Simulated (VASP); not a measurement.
A VASP 6.6.1 single-point calculation on SnTe

INCAR

```
SIGMA = 0.2
NBANDS = 17
ENCUT = 520
METAGGA = RTPSS
LREAL = .FALSE.
LASPH = .TRUE.
NELM = 120
EDIFF = 1E-7
LCHARG = .FALSE.
LWAVE = .FALSE.
ISIF = 2
IBRION = -1
ISMEAR = -4
NSW = 0
PREC = Accurate
```

KPOINTS

```
KPOINTS created by Atomic Simulation Environment
0
Gamma
8 8 8
0 0 0
```

POSCAR

```
Sn Te
 1.0000000000000000
     0.0000000000000000    3.3076796275999998    3.3076796275999998
     3.3076796275999998    0.0000000000000000    3.3076796275999998
     3.3076796275999998    3.3076796275999998    0.0000000000000000
 Sn  Te
   1   1
Cartesian
  0.0000000000000000  0.0000000000000000  0.0000000000000000
  3.3076796275999998  3.3076796275999998  3.3076796275999998
```

The recommended PBE PAW datasets give the neutral cell 20 valence electrons.

Command

```
mpirun -np 1 vasp_std
```

OSZICAR

```
N       E                     dE             d eps       ncg     rms          rms(c)
DAV:   1     0.159771150263E+03    0.15977E+03   -0.97294E+03   996   0.132E+03
DAV:   2     0.405622393225E+02   -0.11921E+03   -0.11634E+03  1034   0.321E+02
DAV:   3     0.284237722470E+02   -0.12138E+02   -0.12058E+02  1274   0.970E+01
DAV:   4     0.280829166366E+02   -0.34086E+00   -0.34053E+00  1142   0.166E+01
DAV:   5     0.280744755159E+02   -0.84411E-02   -0.84408E-02  1341   0.269E+00    0.536E+00
DAV:   6     0.297868783067E+02    0.17124E+01   -0.10284E+01  1081   0.421E+01    0.277E+00
DAV:   7     0.299016417292E+02    0.11476E+00   -0.38407E-01  1119   0.669E+00    0.160E+00
DAV:   8     0.299287596795E+02    0.27118E-01   -0.10215E-01  1060   0.138E+00    0.984E-01
DAV:   9     0.299294432888E+02    0.68361E-03   -0.31388E-02  1127   0.133E+00    0.737E-01
DAV:  10     0.299287616622E+02   -0.68163E-03   -0.16418E-03  1134   0.386E-01    0.401E-01
DAV:  11     0.299285910135E+02   -0.17065E-03   -0.64749E-04  1176   0.250E-01    0.421E-02
DAV:  12     0.299285724628E+02   -0.18551E-04   -0.46014E-05  1229   0.781E-02    0.375E-02
DAV:  13     0.299285734148E+02    0.95206E-06   -0.12324E-05  1153   0.291E-02    0.110E-02
DAV:  14     0.299285747019E+02    0.12871E-05   -0.27815E-06  1118   0.831E-03    0.513E-03
DAV:  15     0.299285745530E+02   -0.14892E-06   -0.24230E-07  1207   0.473E-03    0.183E-03
DAV:  16     0.299285744007E+02   -0.15223E-06   -0.63879E-08   681   0.132E-03    0.423E-04
DAV:  17     0.299285743768E+02   -0.23978E-07   -0.56008E-09   545   0.757E-04
   1 F= 0.29928574E+02 E0= 0.29928574E+02  d E =0.000000E+00
```

From OUTCAR

```
k-points           NKPTS =     29   k-points in BZ     NKDIM =     29   number of bands    NBANDS=     17

   NELECT =      20.0000    total number of electrons

   dimension x,y,z NGX =    36 NGY =   36 NGZ =   36
   dimension x,y,z NGXF=    72 NGYF=   72 NGZF=   72

  energy-cutoff  :      520.00
  volume of cell :       72.38
      direct lattice vectors                 reciprocal lattice vectors
     0.000000000  3.307679628  3.307679628    -0.151163370  0.151163370  0.151163370
     3.307679628  0.000000000  3.307679628     0.151163370 -0.151163370  0.151163370
     3.307679628  3.307679628  0.000000000     0.151163370  0.151163370 -0.151163370

 k-points in reciprocal lattice and weights: KPOINTS created by Atomic Simulation Env
   0.00000000  0.00000000  0.00000000       0.002
   0.12500000  0.00000000  0.00000000       0.016
   0.25000000  0.00000000  0.00000000       0.016
   0.37500000  0.00000000  0.00000000       0.016
   0.50000000  0.00000000  0.00000000       0.008
   0.12500000  0.12500000  0.00000000       0.012
   0.25000000  0.12500000  0.00000000       0.047
   0.37500000  0.12500000  0.00000000       0.047
   ...

 E-fermi :   5.0668

 k-point     1 :       0.0000    0.0000    0.0000
  band No.  band energies     occupation
      1     -16.7692      2.00000
      2     -16.7692      2.00000
      3     -16.7617      2.00000
      4     -16.7617      2.00000
      5     -16.7617      2.00000
      6      -6.7633      2.00000
      7       0.0435      2.00000
      8       3.4153      2.00000
      9       3.4153      2.00000
     10       3.4153      2.00000
     11       8.2864      0.00000
     12       8.2864      0.00000
     13       8.2864      0.00000
     14      10.1859      0.00000
     15      10.1859      0.00000
     16      10.1859      0.00000
     17      12.0479      0.00000

 k-point     2 :       0.1250    0.0000    0.0000
  band No.  band energies     occupation
      1     -16.7696      2.00000
      2     -16.7696      2.00000
      3     -16.7619      2.00000
      4     -16.7614      2.00000
      5     -16.7614      2.00000
      6      -6.6570      2.00000
      7      -0.3868      2.00000
      8       3.4350      2.00000
      9       3.4350      2.00000
     10       3.6845      2.00000
     11       7.6922      0.00000
     12       7.7593      0.00000
     13       7.7593      0.00000
     14      10.0568      0.00000
     15      10.4763      0.00000
     16      10.4763      0.00000
     17      12.9312      0.00000

 k-point     3 :       0.2500    0.0000    0.0000
  band No.  band energies     occupation
      1     -16.7702      2.00000
      2     -16.7702      2.00000
      3     -16.7614      2.00000
      4     -16.7603      2.00000
      5     -16.7603      2.00000
      6      -6.3636      2.00000
      7      -1.2884      2.00000
      8       3.5039      2.00000
      9       3.5039      2.00000
     10       4.1635      2.00000
     11       6.6829      0.00000
     12       6.8435      0.00000
     13       6.8435      0.00000
     14      10.3515      0.00000
     15      11.2923      0.00000
     16      11.2923      0.00000
     17      14.4805      0.00000

 ...

  Total       -2.0153292     -2.0153292     -2.0153292     -0.0000000     -0.0000000      0.0000000
  in kB      -44.6124691    -44.6124691    -44.6124691     -0.0000000     -0.0000000      0.0000000
  external PRESSURE =     -44.6124691 kB  Pullay stress =       0.0000000 kB

 POSITION                                       TOTAL-FORCE (eV/Angst)
 -----------------------------------------------------------------------------------
      0.00000      0.00000      0.00000        -0.000000      0.000000      0.000000
      3.30768      3.30768      3.30768         0.000000     -0.000000     -0.000000
 -----------------------------------------------------------------------------------
    total drift:                               -0.000000      0.000000      0.000000

  FREE ENERGIE OF THE ION-ELECTRON SYSTEM (eV)
  ---------------------------------------------------
  free  energy   TOTEN  =        29.9285743768 eV

  energy  without entropy=       29.9285743768  energy(sigma->0) =       29.92857438
```

It converged. Results: gap between bands v and c on the k mesh 0.34 eV; least direct gap on the k mesh 0.34 eV; pressure -4.5 GPa. Band v is the last that the valence electrons fill when counted band by band, and c is the next.

For comparison, a separate PBE run of the intended cell, on usual settings and not on those above, gives a gap of 0.29 eV on its mesh and a pressure of -3.1 GPa.

The run above took about 2.2 min on one core of a shared host (Intel Xeon Platinum 8488C) and held 0.23 GiB at most.
